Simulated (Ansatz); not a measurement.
Two Ansatz runs on RbBr

The cell is COD entry 1010048, as deposited and not checked against the literature; nothing was relaxed. It is an old determination, and later ones may differ. The listed cell was then made from it by scaling, straining or moving an atom.

First run: DFT, PBE, PAW with Ansatz's default frozen-core files, scalar-relativistic (Ansatz 0.2.0).

Command: `ansatz run input.yaml --threads 1 --pin off --max-ram 2048MiB --backend cpu --events-out ev --progress --plain --runs-dir out` The run took about 6 s on 1 thread of a shared machine.

```yaml
crystal:
  lattice:
    - [0.0, 3.4275, 3.4275]
    - [3.4275, 0.0, 3.4275]
    - [3.4275, 3.4275, 0.0]
  atoms:
    - { symbol: Rb, position: [0.0, 0.0, 0.0] }
    - { symbol: Br, position: [0.5043763676, 0.5043763676, 0.4956236324] }
kpoints:
  mp_grid: { grid: [7, 7, 7] }
scf:
  occupations: { method: fermi_dirac, width: 0.03 }
hamiltonian:
  xc: pbe
  pseudopotentials: { kind: paw }
output:
  forces: true
  stress: true
  eigenvalues: true
  efg: { contact_densities: true }
```

Result: converged; pressure 1.00 GPa; largest force 0.037 eV/Å; gap on the k mesh 4.36 eV (the mesh can miss the band edges); 6 SCF iterations.

A second run of a changed input logged this at its end:

```
Error: inconsistent input (magnetization.spin_polarized): false but per-atom `spin:`, `per_species`, `initial_magnetization`, `magnetic_field`, or `spin_locking` is set
```

Question: What was wrong with the input?

Answer: A moment without spin polarisation, by this change (others could give a like log):
```diff
@@ -5,5 +5,5 @@
     - [3.4275, 3.4275, 0.0]
   atoms:
-    - { symbol: Rb, position: [0.0, 0.0, 0.0] }
+    - { symbol: Rb, position: [0.0, 0.0, 0.0], spin: 2.0 }
     - { symbol: Br, position: [0.5043763676, 0.5043763676, 0.4956236324] }
 kpoints:
@@ -11,4 +11,5 @@
 scf:
   occupations: { method: fermi_dirac, width: 0.03 }
+  max_iter: 100
 hamiltonian:
   xc: pbe
```
